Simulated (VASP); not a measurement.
Output of a VASP run:

### OSZICAR
```
       N       E                     dE             d eps       ncg     rms          rms(c)
DAV:   1     0.195275549214E+02    0.19528E+02   -0.26895E+03   320   0.718E+02
DAV:   2    -0.430061763686E+01   -0.23828E+02   -0.23689E+02   400   0.887E+01
DAV:   3    -0.495626481987E+01   -0.65565E+00   -0.65565E+00   416   0.181E+01
DAV:   4    -0.496056480125E+01   -0.43000E-02   -0.43000E-02   472   0.179E+00
DAV:   5    -0.496059990211E+01   -0.35101E-04   -0.35101E-04   432   0.130E-01    0.313E+00
DAV:   6    -0.488578889336E+01    0.74811E-01   -0.13967E-01   368   0.191E+00    0.196E+00
DAV:   7    -0.486670052829E+01    0.19088E-01   -0.13605E-01   400   0.206E+00    0.487E-01
DAV:   8    -0.486739198186E+01   -0.69145E-03   -0.81513E-03   376   0.568E-01    0.113E-01
DAV:   9    -0.486755464480E+01   -0.16266E-03   -0.47777E-04   352   0.172E-01    0.277E-02
DAV:  10    -0.486756437191E+01   -0.97271E-05   -0.32846E-05   384   0.332E-02    0.122E-02
DAV:  11    -0.486757381603E+01   -0.94441E-05   -0.12199E-05   320   0.307E-02    0.430E-03
DAV:  12    -0.486757398841E+01   -0.17238E-06   -0.23035E-07   296   0.379E-03
   1 F= -.48675740E+01 E0= -.48675740E+01  d E =-.486757E+01
       N       E                     dE             d eps       ncg     rms          rms(c)
DAV:   1    -0.491434977960E+01   -0.46776E-01   -0.91281E-01   376   0.491E+00    0.741E-01
DAV:   2    -0.488961864665E+01    0.24731E-01   -0.47967E-02   336   0.127E+00    0.462E-01
DAV:   3    -0.488087453312E+01    0.87441E-02   -0.27166E-02   360   0.761E-01    0.116E-01
DAV:   4    -0.488040093081E+01    0.47360E-03   -0.97558E-04   352   0.212E-01    0.106E-01
DAV:   5    -0.488027184221E+01    0.12909E-03   -0.24129E-04   408   0.854E-02    0.356E-02
DAV:   6    -0.488027321927E+01   -0.13771E-05   -0.95023E-06   352   0.231E-02    0.630E-03
DAV:   7    -0.488027342057E+01   -0.20130E-06   -0.66710E-07   312   0.666E-03
   2 F= -.48802734E+01 E0= -.48802734E+01  d E =-.126994E-01
       N       E                     dE             d eps       ncg     rms          rms(c)
DAV:   1    -0.488604474909E+01   -0.57715E-02   -0.84741E-02   360   0.152E+00    0.226E-01
DAV:   2    -0.488379040956E+01    0.22543E-02   -0.41873E-03   344   0.372E-01    0.140E-01
DAV:   3    -0.488299519357E+01    0.79522E-03   -0.24940E-03   360   0.231E-01    0.371E-02
DAV:   4    -0.488295821078E+01    0.36983E-04   -0.86327E-05   368   0.641E-02    0.338E-02
DAV:   5    -0.488294909348E+01    0.91173E-05   -0.20597E-05   408   0.252E-02    0.109E-02
DAV:   6    -0.488294924065E+01   -0.14717E-06   -0.67909E-07   216   0.666E-03
   3 F= -.48829492E+01 E0= -.48829492E+01  d E =-.153753E-01
```

**OUTCAR**
```
------------------------ aborting loop because EDIFF is reached ----------------------------------------
  FORCE on cell =-STRESS in cart. coord.  units (eV):
  Direction    XX          YY          ZZ          XY          YZ          ZX
  --------------------------------------------------------------------------------------
  Total        0.0015153      0.0015153      0.0015153      0.0000000      0.0000000     -0.0000000
  in kB        0.0403228      0.0403228      0.0403228      0.0000000      0.0000000     -0.0000000
  external PRESSURE =       0.0403228 kB  Pullay stress =       0.0000000 kB
  volume of cell :       60.21
      direct lattice vectors                 reciprocal lattice vectors
     0.000000000  3.110797012  3.110797012    -0.160730513  0.160730513  0.160730513
     3.110797012  0.000000000  3.110797012     0.160730513 -0.160730513  0.160730513
     3.110797012  3.110797012  0.000000000     0.160730513  0.160730513 -0.160730513
 POSITION                                       TOTAL-FORCE (eV/Angst)
 -----------------------------------------------------------------------------------
      0.00000      0.00000      0.00000         0.000000      0.000000     -0.000000
      1.55540      1.55540      1.55540        -0.000000     -0.000000      0.000000
 -----------------------------------------------------------------------------------
    total drift:                                0.000000      0.000000      0.000000
  FREE ENERGIE OF THE ION-ELECTRON SYSTEM (eV)
  ---------------------------------------------------
  free  energy   TOTEN  =        -4.8829492406 eV

  energy  without entropy=       -4.8829492406  energy(sigma->0) =       -4.88294924

 reached required accuracy - stopping structural energy minimisation
```
(Selected blocks of OUTCAR.)

File POSCAR:
```
AlSb
1
    0.0000000000     3.0700000000     3.0700000000
    3.0700000000     0.0000000000     3.0700000000
    3.0700000000     3.0700000000     0.0000000000
Al Sb
1 1
Direct
  0.0000000000   0.0000000000   0.0000000000
  0.2500000000   0.2500000000   0.2500000000
```

**Question.** Write an INCAR and KPOINTS that could have produced this output.

**Answer.** Several could match; the one computed here: the input of the run itself, optB88-vdW, plane waves, VASP's PBE PAW potentials (set 64).

### INCAR
```
AGGAC = 0.0
ALGO = Normal
EDIFF = 1E-6
EDIFFG = -0.01
ENCUT = 520
GGA = BO
IBRION = 2
ISIF = 3
ISMEAR = 0
LASPH = .TRUE.
LCHARG = .FALSE.
LMAXMIX = 4
LREAL = .FALSE.
LUSE_VDW = .TRUE.
LWAVE = .FALSE.
NELM = 100
NSW = 60
PARAM1 = 0.1833333333
PARAM2 = 0.22
PREC = Accurate
SIGMA = 0.05
SYSTEM = AlSb
```

KPOINTS:
```
Automatic
0
gamma
 7 7 7
```

POTCAR, in this order: Al Sb (PBE.64 set). Program: vasp_std.

Energy and stress use the plane-wave basis of the starting cell.

The compound is AlSb in the zinc blende structure. This run relaxes it. Symmetry was kept, so distortions that lower it aren't found.
